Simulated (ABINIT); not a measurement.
The system is Sb.

```
Sb
1.0
     2.15420    1.24373    3.75800
    -2.15420    1.24373    3.75800
     0.00000   -2.48746    3.75800
Sb
2
Cartesian
  0.0000 0.0000 8.6416
  0.0000 0.0000 2.6324
```

Base run:

* Program: ABINIT 10.8.3 (patched build)
* Functional: RPBE
* Potentials or basis: JTH PAW PBE v2.0
* Cutoff: 517 eV
* k mesh: 8 × 8 × 8
* Occupations: fermi-dirac, width 0.05 eV
* Spin: no spin polarisation

Its results: band gap on the k mesh none (metal or under the smearing width); pressure 3.8 GPa; largest force 0.205 eV/Å.

**Question.** The run is repeated on the same cell with these changes: functional from RPBE to PBE. What comes out?

**Answer.** Band gap on the k mesh none (metal or under the smearing width); pressure 2.5 GPa; largest force 0.169 eV/Å.

PBE binds more tightly than RPBE, so the same cell stands under less pressure.

Caveats: spin-orbit coupling is left out, which moves the levels of the heavy elements; the PAW data sets were made with another functional, which shifts forces and pressure a little (some runs).
